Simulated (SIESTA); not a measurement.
Ti2O:

```
Ti O
1.0
     2.91940    0.00000    0.00000
    -1.45970    2.52827    0.00000
     0.00000    0.00000    4.71300
Ti O
2 1
Direct
  0.33333 0.66667 0.72126
  0.66667 0.33333 0.27874
  0.00000 0.00000 0.00000
```

Base run:

```yaml
Program: SIESTA 5.4.2
Functional: PBEsol
Potentials_or_basis: PseudoDojo 0.4 standard (PBEsol files)
Basis: DZP (energy shift 0.003 Ry; two zetas on semicore shells)
Grid_cutoff: 800 Ry
Energy_shift: 0.003 Ry
k_mesh: 10 × 10 × 6
Occupations: fermi-dirac, width 0.05 eV
Spin: no spin polarisation
```

Its results: band gap on the k mesh none (metal or under the smearing width); pressure 6.0 GPa; largest force 1.195 eV/Å.

The run is repeated on the same cell with these changes: basis from DZP (energy shift 0.003 Ry; two zetas on semicore shells) to TZP (energy shift 0.003 Ry; two zetas on semicore shells). What comes out?

Band gap on the k mesh none (metal or under the smearing width); pressure 5.0 GPa; largest force 1.290 eV/Å.

Caveats: the basis of atomic orbitals isn't converged, which shifts pressures, moduli and gaps; semilocal functionals often make such compounds metallic where correlation or magnetic order opens a gap, which also shifts bond lengths; forces of over 1 eV/Å show positions far from the minimum, so gaps and moduli don't describe the material at rest.
